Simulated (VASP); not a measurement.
Here is a VASP 6.6.1 calculation.

Contents of INCAR:

```
SYSTEM = ZrC
PREC     = Accurate       ! precision mode
ENCUT    = 520            ! plane-wave cutoff, eV
EDIFF    = 1E-6           ! SCF threshold, eV
ISMEAR   = 0              ! smearing method
SIGMA    = 0.1            ! smearing width, eV
LREAL    = .FALSE.        ! projectors in reciprocal space
LASPH    = .TRUE.         ! aspherical terms in the spheres
NELM     = 60             ! most SCF steps
ALGO     = Normal         ! electronic algorithm
ISIF     = 2              ! what is computed and relaxed
LWAVE    = .FALSE.        ! write WAVECAR
LCHARG   = .TRUE.         ! write CHGCAR
GGA      = PS             ! functional
LELF     = .TRUE.         ! ELF
LVHAR    = .TRUE.       
NBANDS   = 15             ! bands
```

Contents of KPOINTS:

```
Automatic mesh
0
G
  10 10 10
  0 0 0
```

POSCAR

```
ZrC
1.0
    0.0000000000      2.3650000000      2.3650000000
    2.3650000000      0.0000000000      2.3650000000
    2.3650000000      2.3650000000      0.0000000000
Zr C
1 1
Direct
    0.5000000000      0.5000000000      0.5000000000
    0.0000000000      0.0000000000      0.0000000000
```

Potentials or basis: VASP PAW PBE potentials, release 54 (Zr_sv, C).

Command:

```bash
$ cat potpaw_PBE.54/Zr_sv/POTCAR potpaw_PBE.54/C/POTCAR > POTCAR
$ mpirun -np 1 vasp_std > vasp.out
```

Question: Estimate the pressure.

Answer: -8.2 GPa.

Question: What does it give for the band gap on the k mesh?

Answer: None (metal or under the smearing width).

Caveat: the PAW data sets were made with another functional, which shifts forces and pressure a little.
